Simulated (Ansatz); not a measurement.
# Fe: the cost of one run

Method: DFT PBE, scalar-relativistic, plane waves, PAW, in Ansatz 0.2.0.

This is Fe in the fcc structure; at room conditions it is bcc.

3 further runs of the same task are left out: 3 that didn't finish.

## 1. Starting point

Symmetry: Fm-3m, No. 225, cubic system. Conventional cell: a = 3.656 Å, b = 3.656 Å, c = 3.656 Å, α = 90.00°, β = 90.00°, γ = 90.00°. Fe (site symmetry m-3m) has 12 Fe at 2.58 Å as nearest neighbours.

As a file:

```xyz
1
Lattice="0.0000 1.8278 1.8278 1.8278 0.0000 1.8278 1.8278 1.8278 0.0000" Properties=species:S:1:pos:R:3 pbc="T T T"
Fe    0.0000    0.0000    0.0000
```

The structure comes from the Materials Project (structure only).

(A quick probe on a coarse mesh, which set the mesh and smearing, is not shown.)

## 3. The relaxation

The input, input.yaml:

```yaml
crystal:
  lattice:
    - [0.0, 1.8277755852, 1.8277755852]
    - [1.8277755852, 0.0, 1.8277755852]
    - [1.8277755852, 1.8277755852, 0.0]
  atoms:
    - { symbol: Fe, position: [0.0, 0.0, 0.0], spin: 3.01 }
basis:
  ecutwfc: 420
kpoints:
  mp_grid: { grid: [20, 20, 20] }
hamiltonian:
  xc: pbe
scf:
  occupations: { method: gaussian, width: 0.1 }
output:
  forces: true
  stress: true
  eigenvalues: true
  populations: true
  write_density: true
  write_potential: true
  elf: true
  volumetric_format: npy
magnetization:
  spin_polarized: true
relax:
  adjacent_minimum: "off"
  f_tol: 0.005
  max_steps: 80
  cell: { stress_tol: 0.05 }
```

Started as:

```sh
$ ansatz run input.yaml --threads 1 --pin off --max-ram 2560MiB --backend cpu --events-out ev --progress --plain --runs-dir out
```

**Question.** How long does this run take on 1 thread of Arm Neoverse V1, shared host, and how much memory does it need?

About 31 s, with a peak of 0.36 GiB.
